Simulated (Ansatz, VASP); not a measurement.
This is a calculation of Ga for Ansatz 0.2.0.

The input input.yaml:

```yaml
crystal:
  lattice:
    - [1.45, -4.065, 0.0]
    - [1.45, 4.065, 0.0]
    - [0.0, 0.0, 3.17]
  atoms:
    - { symbol: Ga, position: [0.133, 0.867, 0.75] }
    - { symbol: Ga, position: [0.867, 0.133, 0.25] }
kpoints:
  mp_grid: { grid: [10, 10, 8] }
scf:
  occupations: { method: fermi_dirac, width: 0.05 }
hamiltonian:
  xc: pbe
  pseudopotentials: { kind: all_electron, lapw: { basis_error: 0.001 } }
output:
  forces: true
  stress: true
  eigenvalues: true
  populations: true
```

Potentials or basis: all-electron LAPW, scalar-relativistic.

Launch:

```sh
$ ansatz run input.yaml --threads 1 --pin off --max-ram 3072MiB --backend cpu --events-out ev --progress --plain --runs-dir out
```

Task: Set up the same calculation for VASP 6.6.1. Potentials there: VASP PAW PBE potentials, release 64 (Ga_d).

Result: As run (the cutoff follows the program's own potentials):

INCAR

```
SYSTEM = Ga
ALGO = Fast ; EDIFF = 1E-7
ENCUT = 520 ; GGA = PE
ISIF = 2 ; ISMEAR = -1
LASPH = .True. ; LCHARG = .True.
LELF = .True. ; LREAL = .False.
LVHAR = .True. ; LWAVE = .False.
NBANDS = 20 ; NELM = 60
PREC = Accurate ; SIGMA = 0.05
```

Contents of KPOINTS:

```
k-points
0
Gamma
  10 10 8
  0 0 0
```

The input POSCAR:

```
Ga
1.0
    1.4500000000     -4.0650000000      0.0000000000
    1.4500000000      4.0650000000      0.0000000000
    0.0000000000      0.0000000000      3.1700000000
Ga
2
Direct
    0.1330000000      0.8670000000      0.7500000000
    0.8670000000      0.1330000000      0.2500000000
```

Potentials or basis: VASP PAW PBE potentials, release 64 (Ga_d).

Command:

```console
$ cat potpaw_PBE.64/Ga_d/POTCAR > POTCAR
$ mpirun -np 1 vasp_std > vasp.out
```

Both were run:

|  | VASP | Ansatz | Ansatz less VASP |
| --- | --- | --- | --- |
| gap on the k mesh at the Fermi level (eV) | none | none | - |
| pressure (GPa) | 1.5 | 1.5 | -0.07 |
| largest component of the traceless stress (GPa) | 1.81 | 1.79 | -0.017 |
| rms of the force components (eV/Å) | 0.124 | 0.123 | -0.0011 |

Atom by atom the forces differ by 0.001 eV/Å (rms over components). A gap of «none» marks a metal or a gap that the smearing closes. Ansatz ran all-electron here, so the differences hold the error of VASP's frozen core and of both bases.
